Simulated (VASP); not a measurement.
# Ru (Fm-3m) in VASP: a series of runs

One crystal, Ru, is run at these levels: PBE, PBEsol; tasks: single point.

Everything below comes from runs of VASP 6.6.1. Logs are shortened: lines on timing, memory, paths and dates and some standing lists are left out, and cuts for length are marked.

## 1. The crystal as given

The structure is cubic, space group Fm-3m (No. 225). Conventional cell: a = 3.830 Å, b = 3.830 Å, c = 3.830 Å, α = 90.00°, β = 90.00°, γ = 90.00°. Around Ru (site symmetry m-3m) lie 12 Ru at 2.71 Å.

This isn't the form of Ru at room conditions, which is hcp.

## 2. Single point, PBE

The input, run.py:

```python
from ase.calculators.vasp import Vasp
from ase.dft.bandgap import bandgap
from ase.spacegroup import crystal

atoms = crystal(
    ['Ru'],
    basis=[[0.0, 0.0, 0.0]],
    spacegroup=225,
    setting=1,
    cellpar=[3.83, 3.83, 3.83, 90.0, 90.0, 90.0],
    primitive_cell=True,
)
calc = Vasp(
    directory='calc',
    xc='pbe',
    pp='PBE',
    setups='gw',
    prec='Accurate',
    encut=550,
    ediff=1e-07,
    ismear=0,
    sigma=0.02,
    lreal=False,
    lasph=True,
    nelm=80,
    algo='Normal',
    isif=2,
    lwave=False,
    lcharg=False,
    kpts=[12, 12, 12],
    gamma=True,
    nbands=14,
)
atoms.calc = calc

print('energy (eV):', atoms.get_potential_energy())
print('free energy (eV):', atoms.get_potential_energy(force_consistent=True))
print('forces (eV/A):')
print(atoms.get_forces())
print('stress (eV/A^3, Voigt):', atoms.get_stress())
print('Fermi level (eV):', calc.get_fermi_level())
gap, top, bottom = bandgap(calc)
print('band gap (eV):', gap, 'from (spin, k, band)', top, 'to', bottom)
```

Potentials or basis: VASP PAW PBE potentials, release 64 (Ru_sv_GW).

Command:

```console
python run.py
```

The program printed:

```text
energy (eV): -8.84029054
free energy (eV): -8.84042872
forces (eV/A):
[[ 0. -0. -0.]]
stress (eV/A^3, Voigt): [ 0.04266501  0.04266501  0.04266501 -0.         -0.         -0.        ]
Fermi level (eV): 11.55439284
band gap (eV): 0.0 from (spin, k, band) (None, None, None) to (None, None, None)
```

OUTCAR:

```text
ENCUT = 550.000000
   EDIFF = 1.00e-07
   GGA = PE
   PREC = Accurate
   ISIF = 2
   ISMEAR = 0
   NELM = 80
   LASPH = .TRUE.
   LREAL = .FALSE.

 ion  position               nearest neighbor table
   1  0.000  0.000  0.000-

  LATTYP: Found a face centered cubic cell.
 ALAT       =     3.8300000000

  Lattice vectors:

 A1 = (   0.0000000000,   1.9150000000,   1.9150000000)
 A2 = (   1.9150000000,   0.0000000000,   1.9150000000)
 A3 = (   1.9150000000,   1.9150000000,   0.0000000000)

Analysis of symmetry for initial positions (statically):
=====================================================================
 Subroutine PRICEL returns:
 Original cell was already a primitive cell.

 Routine SETGRP: Setting up the symmetry group for a
 face centered cubic supercell.

 Subroutine GETGRP returns: Found 48 space group operations
 (whereof 48 operations were pure point group operations)
 out of a pool of 48 trial point group operations.

The static configuration has the point symmetry O_h .

Analysis of symmetry for dynamics (positions and initial velocities):
=====================================================================
 Subroutine PRICEL returns:
 Original cell was already a primitive cell.

 Routine SETGRP: Setting up the symmetry group for a
 face centered cubic supercell.

 Subroutine GETGRP returns: Found 48 space group operations
 (whereof 48 operations were pure point group operations)
 out of a pool of 48 trial point group operations.

The dynamic configuration has the point symmetry O_h .

 Subroutine INISYM returns: Found 48 space group operations
 (whereof 48 operations are pure point group operations),
 and found     1 'primitive' translations

----------------------------------------------------------------------------------------

                                     Primitive cell

  volume of cell :      14.0455

  direct lattice vectors                    reciprocal lattice vectors
     0.000000000  1.915000000  1.915000000    -0.261096606  0.261096606  0.261096606
     1.915000000  0.000000000  1.915000000     0.261096606 -0.261096606  0.261096606
     1.915000000  1.915000000  0.000000000     0.261096606  0.261096606 -0.261096606

  length of vectors
     2.708218972  2.708218972  2.708218972     0.452232587  0.452232587  0.452232587

  position of ions in fractional coordinates (direct lattice)
     0.000000000  0.000000000  0.000000000

  ion indices of the primitive-cell ions
   primitive index   ion index
                 1           1

----------------------------------------------------------------------------------------

 KPOINTS: KPOINTS created by Atomic Simulation Env

Automatic generation of k-mesh.
 Grid dimensions read from file:
 generate k-points for:   12   12   12

 Generating k-lattice:

  Cartesian coordinates                     Fractional coordinates (reciprocal lattice)
    -0.021758050  0.021758050  0.021758050     0.083333333  0.000000000  0.000000000
     0.021758050 -0.021758050  0.021758050     0.000000000  0.083333333  0.000000000
     0.021758050  0.021758050 -0.021758050     0.000000000  0.000000000  0.083333333

  Length of vectors
     0.037686049  0.037686049  0.037686049

  Shift w.r.t. Gamma in fractional coordinates (k-lattice)
     0.000000000  0.000000000  0.000000000

 Subroutine IBZKPT returns following result:
 ===========================================

 Found     72 irreducible k-points:

 Following reciprocal coordinates:
            Coordinates               Weight
  0.000000  0.000000  0.000000      1.000000
  0.083333  0.000000  0.000000      8.000000
  0.166667  0.000000  0.000000      8.000000
  0.250000  0.000000  0.000000      8.000000
  0.333333  0.000000  0.000000      8.000000
  0.416667  0.000000  0.000000      8.000000
[... 42 lines left out ...]
  0.333333  0.250000  0.083333     24.000000
  0.416667  0.250000  0.083333     48.000000
 [... further k-points ...]
   k-points           NKPTS =     72   k-points in BZ     NKDIM =     72   number of bands    NBANDS=     14
   number of dos      NEDOS =    301   number of ions     NIONS =      1
   total plane-waves  NPLWV =  13824
   dimension x,y,z NGX =    24 NGY =   24 NGZ =   24
   dimension x,y,z NGXF=    48 NGYF=   48 NGZF=   48
   ions per type =               1
   NGX,Y,Z   is equivalent  to a cutoff of  14.73, 14.73, 14.73 a.u.
   NGXF,Y,Z  is equivalent  to a cutoff of  29.47, 29.47, 29.47 a.u.
 SYSTEM =  unknown system
   PREC   = accura    normal or accurate (medium, high low for compatibility)
   ISTART =      0    job   : 0-new  1-cont  2-samecut
   ICHARG =      2    charge: 1-file 2-atom 10-const
   ISPIN  =      1    spin polarized calculation?
   LNONCOLLINEAR =      F non collinear calculations
   LSORBIT =      F    spin-orbit coupling
   LASPH  =      T    aspherical Exc in radial PAW
   ENCUT  =  550.0 eV  40.42 Ry    6.36 a.u.   5.18  5.18  5.18*2*pi/ulx,y,z
   NELM   =     80;   NELMIN=  2; NELMDL= -5     # of ELM steps
   EDIFF  = 0.1E-06   stopping-criterion for ELM
   LREAL  =      F    real-space projection
   EDIFFG = 0.1E-05   stopping-criterion for IOM
   NSW    =      0    number of steps for IOM
   IBRION =     -1    ionic relax: 0-MD 1-quasi-New 2-CG
   NFREE  =      0    steps in history (QN), initial steepest desc. (CG)
   ISIF   =      2    stress and relaxation
   ISYM   =      2    0-nonsym 1-usesym 2-fastsym
   POTIM  = 0.5000    time-step for ionic-motion
   TEBEG  =    0.0;   TEEND  =   0.0 temperature during run
   PSTRESS=    0.0 pullay stress
   NELECT =      16.0000    total number of electrons
   NUPDOWN=      -1.0000    fix difference up-down
   EMIN   =  10.00;   EMAX   =-10.00  energy-range for DOS
   EFERMI =   0.00;   METHOD = LEGACY
   ISMEAR =     0;   SIGMA  =   0.02  broadening in eV -4-tet -1-fermi 0-gaus
   EFERMI_NEDOS =   21; number of points for ismear=-14 and -15
   IALGO  =     38    algorithm
   IMIX   =      4    mixing-type and parameters
     AMIX     =   0.40;   BMIX     =  1.00
     AMIX_MAG =   1.60;   BMIX_MAG =  1.00
  volume/ion in A,a.u.               =      14.05        94.78
  Fermi-wavevector in a.u.,A,eV,Ry     =   1.709764  3.230985 39.773793  2.923291
  Thomas-Fermi vector in A             =   2.788187
   LORBIT       =      0    0 simple, 1 ext, 2 COOP (PROOUT), +10 PAW based schemes
   GGA     = PE    functional components
   LHFCALC =     F    Hartree Fock is set to
   AEXX    =    0.0000 exact exchange contribution
   IVDW    =     0    specifies the selected vdW correction
   LEPSILON=     F    determine dielectric tensor
   LRPA    =     F    only Hartree local field effects (RPA)
 non-spin polarized calculation
 Gauss-broadening in eV      SIGMA  =   0.02
  energy-cutoff  :      550.00
  volume of cell :       14.05
 maximum number of plane-waves:       424
 NGX is ok and might be reduce to    24
   NGX = 11   NGY = 11   NGZ = 11

 number of electron      16.0000001 magnetization

 Free energy of the ion-electron system (eV)
  ---------------------------------------------------
  ext. energy  EPLUGINS =         0.00000000
  ---------------------------------------------------
  free energy    TOTEN  =        -8.84042872 eV

  energy without entropy =       -8.84015236  energy(sigma->0) =       -8.84029054

 E-fermi :  11.5544     XC(G=0): -14.0479

 val. band max:       11.5407170087   @ k =  -0.4167   0.3333   0.0000
 cond. band min:      11.5550611466   @ k =  -0.3333   0.4167   0.0833
 fundamental gap:      0.0143441380
 Fermi energy:        11.5543928431

 k-point     1 :       0.0000    0.0000    0.0000
  band No.  band energies     occupation
      1     -61.4312      2.00000
      2     -30.8593      2.00000
      3     -30.8593      2.00000
      4     -30.8593      2.00000
      5       3.8420      2.00000
      6       9.0924      2.00000
      7       9.0924      2.00000
      8       9.0924      2.00000
      9      11.4186      2.00000
     10      11.4186      2.00000
     11      26.4284      0.00000
     12      31.8529      0.00000
     13      31.8529      0.00000
     14      31.8529      0.00000

 k-point     2 :       0.0833    0.0000    0.0000
  band No.  band energies     occupation
      1     -61.4208      2.00000
      2     -30.9252      2.00000
      3     -30.8679      2.00000
      4     -30.8679      2.00000
      5       4.1248      2.00000
      6       8.9514      2.00000
      7       9.2080      2.00000
      8       9.2080      2.00000
      9      11.3491      2.00000
     10      11.3491      2.00000
     11      26.8843      0.00000
     12      30.6525      0.00000
     13      32.3038      0.00000
     14      32.3038      0.00000

 k-point     3 :       0.1667    0.0000    0.0000
  band No.  band energies     occupation
      1     -61.3924      2.00000
      2     -31.1053      2.00000
      3     -30.8918      2.00000
      4     -30.8918      2.00000
      5       4.8733      2.00000
      6       8.6906      2.00000
      7       9.4401      2.00000
      8       9.4401      2.00000
      9      11.2837      2.00000
     10      11.2837      2.00000
     11      27.9292      0.00000
     12      28.5801      0.00000
     13      33.5738      0.00000
     14      33.5738      0.00000
[... 596 lines left out ...]
 k-point    39 :      -0.3333    0.3333    0.0000
  band No.  band energies     occupation
      1     -61.2360      2.00000
      2     -31.5056      2.00000
      3     -31.4994      2.00000
      4     -31.0872      2.00000
      5       6.8461      2.00000
      6       7.8583      2.00000
      7       9.1997      2.00000
      8      11.0807      2.00000
      9      12.4661      0.00000
     10      18.8180      0.00000
     11      22.2532      0.00000
     12      24.1568      0.00000
     13      30.1750      0.00000
     14      31.3385      0.00000

 k-point    40 :       0.4167    0.4167    0.0000
  band No.  band energies     occupation
      1     -61.2376      2.00000
      2     -31.7005      2.00000
      3     -31.1841      2.00000
      4     -31.1841      2.00000
      5       5.6655      2.00000
      6       6.0799      2.00000
      7      13.0191      0.00000
      8      13.1791      0.00000
      9      13.1791      0.00000
     10      13.8553      0.00000
     11      25.6076      0.00000
     12      25.6076      0.00000
     13      26.2101      0.00000
     14      34.5166      0.00000

 [... further k-points ...]

------------------------ aborting loop because EDIFF is reached ----------------------------------------

  FORCE on cell =-STRESS in cart. coord.  units (eV):
  Direction    XX          YY          ZZ          XY          YZ          ZX
  --------------------------------------------------------------------------------------
  -------------------------------------------------------------------------------------
  Total       -0.5992500     -0.5992500     -0.5992500      0.0000000      0.0000000      0.0000000
  in kB      -68.3568843    -68.3568843    -68.3568843      0.0000000      0.0000000      0.0000000
  external PRESSURE =     -68.3568843 kB  Pullay stress =       0.0000000 kB

 VOLUME and BASIS-vectors are now :
 -----------------------------------------------------------------------------
  energy-cutoff  :      550.00
  volume of cell :       14.05
      direct lattice vectors                 reciprocal lattice vectors
     0.000000000  1.915000000  1.915000000    -0.261096606  0.261096606  0.261096606
     1.915000000  0.000000000  1.915000000     0.261096606 -0.261096606  0.261096606
     1.915000000  1.915000000  0.000000000     0.261096606  0.261096606 -0.261096606

 POSITION                                       TOTAL-FORCE (eV/Angst)
 -----------------------------------------------------------------------------------
      0.00000      0.00000      0.00000         0.000000     -0.000000     -0.000000
 -----------------------------------------------------------------------------------
    total drift:                                0.000000      0.000000     -0.000000

  FREE ENERGIE OF THE ION-ELECTRON SYSTEM (eV)
  ---------------------------------------------------
  free  energy   TOTEN  =        -8.8404287176 eV

  energy  without entropy=       -8.8401523562  energy(sigma->0) =       -8.84029054
```

INCAR:

```text
ENCUT = 550.000000
SIGMA = 0.020000
EDIFF = 1.00e-07
ALGO = Normal
GGA = PE
PREC = Accurate
ISIF = 2
ISMEAR = 0
NBANDS = 14
NELM = 80
LASPH = .TRUE.
LCHARG = .FALSE.
LWAVE = .FALSE.
LREAL = .FALSE.
```

It took 20 s on 1 thread of Intel Xeon 6975P-C (Granite Rapids), shared host; peak memory 0.15 GiB.

Results:

* Free energy: -8.8404 eV
* Pressure: -6.8 GPa
* Band gap on the k mesh: none (metal or under the smearing width)

## 3. Single point, PBEsol

The input, INCAR:

```
SYSTEM = Ru
  PREC = Accurate
  ENCUT = 520
  EDIFF = 1E-7
  ISMEAR = 0
  SIGMA = 0.05
  LREAL = .False.
  LASPH = .True.
  NELM = 100
  ALGO = Normal
  ISIF = 2
  LWAVE = .False.
  LCHARG = .False.
  GGA = PS
  NBANDS = 13
```

The input, KPOINTS:

```
Automatic mesh
0
Gamma
  12 12 12
  0 0 0
```

The input, POSCAR:

```
Ru
2.7082
    0.000000000000      0.707111734732      0.707111734732
    0.707111734732      0.000000000000      0.707111734732
    0.707111734732      0.707111734732      0.000000000000
Ru
1
Direct
    0.0000000000      0.0000000000      0.0000000000
```

Potentials or basis: VASP PAW PBE potentials, release 64 (Ru_pv).

Command:

```console
cat potpaw_PBE.64/Ru_pv/POTCAR > POTCAR
mpirun -np 1 vasp_std > vasp.out
```

It took 6.6 s on 1 thread of AMD EPYC 9R45 (Zen 5), shared host; peak memory 0.1 GiB.

Results (log left out):

| Property | Result |
| --- | --- |
| Free energy | -10.0326 eV |
| Pressure | -15.1 GPa |
| Band gap on the k mesh | none (metal or under the smearing width) |

Levels at points of the mesh, in eV from the Fermi level:
```tsv
k point	band 4	band 5	band 6	band 7	band 8	band 9	band 10	band 11
(0.00, 0.00, 0.00)	-7.79	-2.47	-2.47	-2.47	-0.13	-0.13	10.41	15.03
(0.50, 0.00, 0.00)	-5.87	-2.59	-2.59	0.94	1.65	1.65	9.61	10.43
(0.50, 0.50, 0.00)	-6.13	-5.66	1.61	2.14	2.14	3.49	10.41	13.16
```

Caveat: so large a pressure means that the cell lies far from this level's equilibrium, or that cutoff or potentials fall short; the potentials were made for another functional, which shifts forces and pressure.

## 4. Single point, PBEsol

The input, run.py:

```python
from ase.calculators.vasp import Vasp
from ase.dft.bandgap import bandgap
from ase.io import read

atoms = read('POSCAR')
calc = Vasp(
    directory='calc',
    xc='pbesol',
    pp='PBE',
    setups='recommended',
    prec='Accurate',
    encut=520,
    ediff=1e-06,
    ismear=0,
    sigma=0.05,
    lreal=False,
    lasph=True,
    nelm=100,
    algo='Normal',
    isif=2,
    lwave=False,
    lcharg=True,
    lelf=True,
    lvhar=True,
    kpts=[12, 12, 12],
    gamma=True,
)
atoms.calc = calc

print('energy (eV):', atoms.get_potential_energy())
print('free energy (eV):', atoms.get_potential_energy(force_consistent=True))
print('forces (eV/A):')
print(atoms.get_forces())
print('stress (eV/A^3, Voigt):', atoms.get_stress())
print('Fermi level (eV):', calc.get_fermi_level())
gap, top, bottom = bandgap(calc)
print('band gap (eV):', gap, 'from (spin, k, band)', top, 'to', bottom)
```

The input, POSCAR:

```
Ru
1.0
    0.0000000000      1.9150000000      1.9150000000
    1.9150000000      0.0000000000      1.9150000000
    1.9150000000      1.9150000000      0.0000000000
Ru
1
Direct
    0.0000000000      0.0000000000      0.0000000000
```

Potentials or basis: VASP PAW PBE potentials, release 64 (Ru_pv).

Command:

```console
python run.py
```

The program printed:

```text
energy (eV): -10.0319622
free energy (eV): -10.03263729
forces (eV/A):
[[-0.  0. -0.]]
stress (eV/A^3, Voigt): [ 0.09395589  0.09395589  0.09395589 -0.         -0.         -0.        ]
Fermi level (eV): 12.01318677
band gap (eV): 0.0 from (spin, k, band) (None, None, None) to (None, None, None)
```

OUTCAR:

```text
ENCUT = 520.000000
   EDIFF = 1.00e-06
   GGA = PS
   PREC = Accurate
   ISIF = 2
   ISMEAR = 0
   NELM = 100
   LASPH = .TRUE.
   LREAL = .FALSE.

 ion  position               nearest neighbor table
   1  0.000  0.000  0.000-

  LATTYP: Found a face centered cubic cell.
 ALAT       =     3.8300000000

[... 780 lines left out ...]
  Total       -1.3196543     -1.3196543     -1.3196543      0.0000000      0.0000000      0.0000000
  in kB     -150.5339355   -150.5339355   -150.5339355      0.0000000      0.0000000      0.0000000
  external PRESSURE =    -150.5339355 kB  Pullay stress =       0.0000000 kB

 VOLUME and BASIS-vectors are now :
 -----------------------------------------------------------------------------
  energy-cutoff  :      520.00
  volume of cell :       14.05
      direct lattice vectors                 reciprocal lattice vectors
     0.000000000  1.915000000  1.915000000    -0.261096606  0.261096606  0.261096606
     1.915000000  0.000000000  1.915000000     0.261096606 -0.261096606  0.261096606
     1.915000000  1.915000000  0.000000000     0.261096606  0.261096606 -0.261096606

 POSITION                                       TOTAL-FORCE (eV/Angst)
 -----------------------------------------------------------------------------------
      0.00000      0.00000      0.00000        -0.000000      0.000000     -0.000000
 -----------------------------------------------------------------------------------
    total drift:                               -0.000000     -0.000000     -0.000000

  FREE ENERGIE OF THE ION-ELECTRON SYSTEM (eV)
  ---------------------------------------------------
  free  energy   TOTEN  =       -10.0326372892 eV

  energy  without entropy=      -10.0312871157  energy(sigma->0) =      -10.03196220
```

INCAR:

```text
ENCUT = 520.000000
SIGMA = 0.050000
EDIFF = 1.00e-06
ALGO = Normal
GGA = PS
PREC = Accurate
ISIF = 2
ISMEAR = 0
NELM = 100
LASPH = .TRUE.
LCHARG = .TRUE.
LELF = .TRUE.
LVHAR = .TRUE.
LWAVE = .FALSE.
LREAL = .FALSE.
```

Run time: 7.5 s. Hardware: 1 thread of AMD EPYC 9R45 (Zen 5), shared host; peak memory 0.09 GiB.

Results:

| Item | Value |
| --- | --- |
| Free energy | -10.0326 eV |
| Pressure | -15.1 GPa |
| Band gap on the k mesh | none (metal or under the smearing width) |

Caveat: so large a pressure means that the cell lies far from this level's equilibrium, or that cutoff or potentials fall short; the potentials were made for another functional, which shifts forces and pressure.

## 5. The reference run

An earlier run on the cell as given: functional PBE; potentials or basis VASP PAW PBE potentials, release 64 (Ru_pv); cutoff 520 eV; k mesh 12 × 12 × 12; occupations fermi-dirac, width 0.05 eV; no spin polarisation.

- Pressure: -4.8 GPa
- Band gap on the k mesh: none (metal or under the smearing width)

## 6. Summary

```csv
level,potentials or basis,cutoff (eV),smearing,gap on the mesh (eV),pressure (GPa)
PBE,"VASP PAW PBE potentials, release 64 (Ru_sv_GW)",550,gaussian 0.02 eV,none,-6.8
PBEsol,"VASP PAW PBE potentials, release 64 (Ru_pv)",520,gaussian 0.05 eV,none,-15.1
PBE,"VASP PAW PBE potentials, release 64 (Ru_pv)",520,fermi-dirac 0.05 eV,none,-4.8
```

Alike in all rows: task single point; no spin polarisation; cell as given; k mesh 12 × 12 × 12.

Caveats: so large a pressure means that the cell lies far from this level's equilibrium, or that cutoff or potentials fall short (some runs); the potentials were made for another functional, which shifts forces and pressure (some runs).

Total energies depend on the potentials used, so only differences within one code and one set of settings carry meaning.
